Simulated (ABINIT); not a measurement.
Runs of ABINIT 10.8.3 (patched build) on BeTe. Symmetry: F-43m, No. 216, cubic system. Conventional cell: a = 5.540 Å, b = 5.540 Å, c = 5.540 Å, α = 90.00°, β = 90.00°, γ = 90.00°. Te (site symmetry -43m) is surrounded by 4 Be at 2.40 Å. Be (site symmetry -43m) is surrounded by 4 Te at 2.40 Å. 

```csv
task,level,potentials or basis,spin,cutoff (eV),fine-grid cutoff,gap on the mesh (eV)
band structure,PBEsol,JTH PAW PBE v2.0,off,408,816.342 eV,1.73
band structure,LDA-PZ,JTH PAW LDA v2.0,"SOC, no magnetisation",408,816.342 eV,(a)
band structure,PBE,JTH PAW PBE v2.0,off,408,816.342 eV,1.85
band structure,revPBE,JTH PAW PBE v2.0,off,517,1034.03 eV,1.91
```

Alike in all rows: cell as given; k mesh 8 × 8 × 8; smearing fermi-dirac 0.05 eV.

Task: Estimate the missing entries.

Result: (a) 1.45.

Caveats: spin-orbit coupling is left out, which moves the levels of the heavy elements (some runs).

A k mesh can miss the band edges, and rows without SOC leave out spin-orbit coupling on Te.
